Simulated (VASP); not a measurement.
Wanted: an ASE script for a VASP 6.6.1 run.

* Task: single point
* Functional: PBE
* Potentials or basis: VASP PAW PBE potentials, release 64 (Rb_sv)
* Cutoff: 520 eV
* k mesh: 7 × 7 × 7
* Occupations: gaussian, width 0.05 eV
* Spin: no spin polarisation
* Further INCAR settings: ALGO = Normal; EDIFF = 1.00e-06

The structure of Rb lies in POSCAR:

```
Rb
1.0
   -2.8025000000      2.8025000000      2.8025000000
    2.8025000000     -2.8025000000      2.8025000000
    2.8025000000      2.8025000000     -2.8025000000
Rb
1
Direct
    0.0000000000      0.0000000000      0.0000000000
```

The input as run:

run.py

```python
from ase.calculators.vasp import Vasp
from ase.dft.bandgap import bandgap
from ase.io import read

atoms = read('POSCAR')
calc = Vasp(
    directory='calc',
    xc='pbe',
    pp='PBE',
    setups='recommended',
    prec='Accurate',
    encut=520,
    ediff=1e-06,
    ismear=0,
    sigma=0.05,
    lreal=False,
    lasph=True,
    nelm=80,
    algo='Normal',
    isif=2,
    lwave=False,
    lcharg=True,
    lelf=True,
    lvhar=True,
    kpts=[7, 7, 7],
    gamma=True,
)
atoms.calc = calc

print('energy (eV):', atoms.get_potential_energy())
print('free energy (eV):', atoms.get_potential_energy(force_consistent=True))
print('forces (eV/A):')
print(atoms.get_forces())
print('stress (eV/A^3, Voigt):', atoms.get_stress())
print('Fermi level (eV):', calc.get_fermi_level())
gap, top, bottom = bandgap(calc)
print('band gap (eV):', gap, 'from (spin, k, band)', top, 'to', bottom)
```

Potentials or basis: VASP PAW PBE potentials, release 64 (Rb_sv).

Command:

```sh
$ python run.py
```

Results of the run:

```
Pressure               : 0.1 GPa
Band gap on the k mesh : none (metal or under the smearing width)
```

Run time: 12 s on 1 thread of AMD EPYC 9R45 (Zen 5), on a shared host, peak memory 0.16 GiB.
